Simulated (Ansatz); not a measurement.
Relaxed-ion elastic tensor of Li3N in space group P6/mmm (No. 191; Li on 1b, Li on 2c, N on 1a) in GPa (Voigt order), the program Ansatz at the LDA level (PAW); density 1.40 g/cm³, 10.29 Å³ per atom.

```
 145  32.5   7.5   0.0   0.0   0.0
32.5   145   7.5   0.0   0.0   0.0
 7.5   7.5   163   0.0   0.0   0.0
 0.0   0.0   0.0  18.9   0.0   0.0
 0.0   0.0   0.0   0.0  18.9   0.0
 0.0   0.0   0.0   0.0   0.0  56.3
```

Is the crystal mechanically stable?

Yes: the smallest eigenvalue of C is 18.9 GPa.

Work out the Voigt, Reuss and Hill averages.

K_V = 60.9, K_R = 60.9, K_H = 60.9; G_V = 45.9, G_R = 32.5, G_H = 39.2 GPa.

Give Young's modulus, Poisson's ratio, Pugh's ratio and the universal anisotropy index.

E = 9KG/(3K + G) = 96.7 GPa; ν = 0.24; K/G = 1.56 (brittle by the Pugh limit of 1.75); A_U = 5G_V/G_R + K_V/K_R − 6 = 2.07.

Estimate the sound speeds and the Debye temperature.

v_l = √((K + 4G/3)/ρ) = 8970 m/s, v_t = √(G/ρ) = 5280 m/s, mean 5850 m/s; Θ = (h/k)(3n/4πV)^(1/3) v_m = 801 K.

How much does each axis shrink under pressure?

Linear compressibilities β_i = Σ_j S_ij (j = 1 to 3): x 5.4, y 5.4, z 5.6 per TPa.

The cell was relaxed with LDA under the symmetry of its start. At this level the phase is dynamically unstable (imaginary phonons).

Potentials: the later of the program's two PAW sets.
